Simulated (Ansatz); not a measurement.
All numbers below come from DFT PBE, scalar-relativistic, plane waves, PAW (Ansatz). All cells share a 420 eV cutoff and Γ-centred k meshes spaced at most about 0.3 Å⁻¹ (2π included). No spin polarisation.

Formation energies are uncorrected and refer to the elements' standard structures at the same level (N₂ as a molecule).

Temperature and zero-point effects are left out. Kohn–Sham gaps at this level usually fall short of measured ones.

The competitors are the elements and 1 reference phase of this chemical system (from databases or known types: AlN), relaxed at the same level; other known phases may be missing.

Q: Suggest a crystal containing Al and N that lies within 0.1 eV/atom of the hull of database phases or under it, with a gap near 3.8 eV.

A: AlN, space group P3m1 (No. 156), at -1.357 eV/atom against the elements, with a gap of 3.80 eV on its mesh. Al on its first site has 4 N at 1.91–1.92 Å; Al on its second site has 4 N at 1.90–1.92 Å; Al on its third site has 4 N at 1.90–1.91 Å; N on its first site has 4 Al at 1.90 Å; 12 more sites not described.

```cif
data_structure
_symmetry_space_group_name_H-M 'P 1'
_symmetry_Int_Tables_number 1
_cell_length_a 3.1205
_cell_length_b 3.1205
_cell_length_c 20.2233
_cell_angle_alpha 90.000
_cell_angle_beta 90.000
_cell_angle_gamma 120.000
_cell_volume 170.55
loop_
_atom_site_label
_atom_site_type_symbol
_atom_site_fract_x
_atom_site_fract_y
_atom_site_fract_z
_atom_site_occupancy
Al1 Al 0.33333 0.66667 0.82754 1
Al2 Al 0.00000 0.00000 0.70199 1
Al3 Al 0.66667 0.33333 0.32854 1
Al4 Al 0.66667 0.33333 0.57749 1
Al5 Al 0.00000 0.00000 0.45300 1
Al6 Al 0.33333 0.66667 0.07750 1
Al7 Al 0.00000 0.00000 0.20305 1
Al8 Al 0.66667 0.33333 0.95303 1
N1 N 0.66667 0.33333 0.04723 1
N2 N 0.66667 0.33333 0.67170 1
N3 N 0.33333 0.66667 0.92226 1
N4 N 0.00000 0.00000 0.29777 1
N5 N 0.00000 0.00000 0.79673 1
N6 N 0.00000 0.00000 0.54720 1
N7 N 0.33333 0.66667 0.17224 1
N8 N 0.66667 0.33333 0.42273 1
```

The lowest competing phase:

```tsv
phase	space group	source	share of atoms	ΔE_f (eV/atom)
AlN	P6_3mc (No. 186)	COD	1.0000	-1.368
```

The candidate lies 11 meV/atom above it. The candidate matches no cell in the subsets of the Crystallography Open Database and the Materials Project at hand. Such a margin is small enough for a metastable phase. Checks: no imaginary mode on a 3×3×1 q mesh. The answer needn't be unique; the calculation gave this one.
